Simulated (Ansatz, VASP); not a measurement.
# Two plane-wave programs on SiMo3

```
CELL_PARAMETERS angstrom
3.58756 0.00000 0.00000
0.00000 3.58756 0.00000
0.00000 0.00000 5.27335
ATOMIC_POSITIONS crystal
Si 0.00000 0.00000 0.50000
Mo 0.00000 0.00000 0.00000
Mo 0.50000 0.50000 0.50000
Mo 0.50000 0.50000 0.00000
```

Alike in both runs: functional PBE; k mesh 6 × 6 × 4; occupations gaussian, width 0.1 eV; no spin polarisation.

Ansatz relaxed the structure, and its values are those at the end. VASP's run is a single point on that final structure, the one shown.

```csv
,VASP,Ansatz
version,VASP 6.6.1,Ansatz 0.2.0
potentials or method,"VASP PAW PBE potentials, release 64 (Si, Mo_sv)","scalar-relativistic, plane waves, PAW"
plane-wave cutoff (eV),520,420
valence electrons in the cell,46,46
```

```csv
,VASP,Ansatz,Ansatz less VASP
gap on the k mesh at the Fermi level (eV),none,none,-
pressure (GPa),0.5,0.2,-0.34
```

A gap of «none» marks a metal or a gap that the smearing closes.
